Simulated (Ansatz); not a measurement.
Runs of Ansatz 0.2.0 on SnO2. Symmetry: I4_1/amd, No. 141, tetragonal system. Conventional cell: a = 4.000 Å, b = 4.000 Å, c = 10.247 Å, α = 90.00°, β = 90.00°, γ = 90.00°. Around Sn (site symmetry -4m2) lie 6 O at 2.06 to 2.09 Å. Around O (site symmetry 2mm) lie 3 Sn at 2.06 to 2.09 Å. Measurements of this composition are mostly on another form, of space group No. 136.

```csv
task,level,spin,cell,k mesh,points for each segment of the path,gap on the mesh (eV),pressure (GPa),relaxed volume (Å³/atom),largest force (eV/Å)
band structure,PBE,"SOC, no magnetisation",as given,7 × 7 × 7,14,1.65,5.8,-,0.04
relaxation of cell and atoms,PBEsol+D3(BJ),off,relaxed,9 × 9 × 9,-,1.65,0.0,13.56,-
band structure,RPBE,off,as given,9 × 9 × 9,14,1.75,9.4,-,(b)
relaxation of cell and atoms,PBEsol+D4,off,relaxed,9 × 9 × 9,-,1.62,0.0,13.60,-
band structure,LDA,off,as given,9 × 9 × 9,14,1.49,(a),-,0.19
```

Alike in all rows: potentials or basis Ansatz PAW; cutoff (eV) 420; smearing fermi-dirac 0.05 eV.

Fill in the values left out.

(a) -3.9; (b) 0.11.

Caveats: spin-orbit coupling is left out, which moves the levels of the heavy elements (some runs); the PAW data sets come from PBE, with cores solved anew for the run's functional, which leaves a small shift of forces and pressure (some runs); odd divisions of the mesh miss points on the zone boundary, where band edges often lie, so the gap on the mesh can be too wide (some runs); the plane-wave basis is chosen anew once the cell has moved, so the energies of steps on either side of that aren't comparable (some runs).

A k mesh can miss the band edges, and rows without SOC leave out spin-orbit coupling on Sn.
